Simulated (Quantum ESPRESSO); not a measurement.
# LiCl in Quantum ESPRESSO: the effect of functional

Crystal: LiCl.

```
CELL_PARAMETERS angstrom
0.00000 2.56477 2.56477
2.56477 0.00000 2.56477
2.56477 2.56477 0.00000
ATOMIC_POSITIONS crystal
Cl 0.50000 0.50000 0.50000
Li 0.00000 0.00000 0.00000
```

Alike in all runs:

```yaml
Program: Quantum ESPRESSO 7.5
Task: phonons
Cutoff: 1007 eV
Density_cutoff: 4027 eV
k_mesh: 4 × 4 × 4, shifted
Occupations: fermi-dirac, width 0.05 eV
Spin: no spin polarisation
```

Each run relaxes the cell or the atoms first.

```csv
functional,potentials or basis,relaxed volume (Å³/atom),dielectric constant (mean),highest phonon frequency (cm⁻¹)
LDA,PseudoDojo 0.4.1 SR LDA standard,?,?,?
PBE,PseudoDojo 0.4.1 SR PBE standard,17.07,2.95,168
WC,PseudoDojo 0.4.1 SR PBE standard,16.33,3.06,208
AM05,PseudoDojo 0.4.1 SR PBE standard,16.79,2.99,176
RPBE,PseudoDojo 0.4.1 SR PBE standard,18.12,2.82,131
vdW-DF-cx,PseudoDojo 0.4.1 SR PBE standard,16.65,2.98,231
```

Q: What does the run with functional LDA give?

A: Relaxed volume 15.29 Å³/atom; dielectric constant 3.19 mean; highest phonon frequency 229 cm⁻¹.

Caveats: the potentials were made for another functional, which shifts forces and pressure (some runs); before the sum rule the acoustic modes lie tens of cm⁻¹ from zero, a sign that the density grid also shifts the optical modes (some runs).
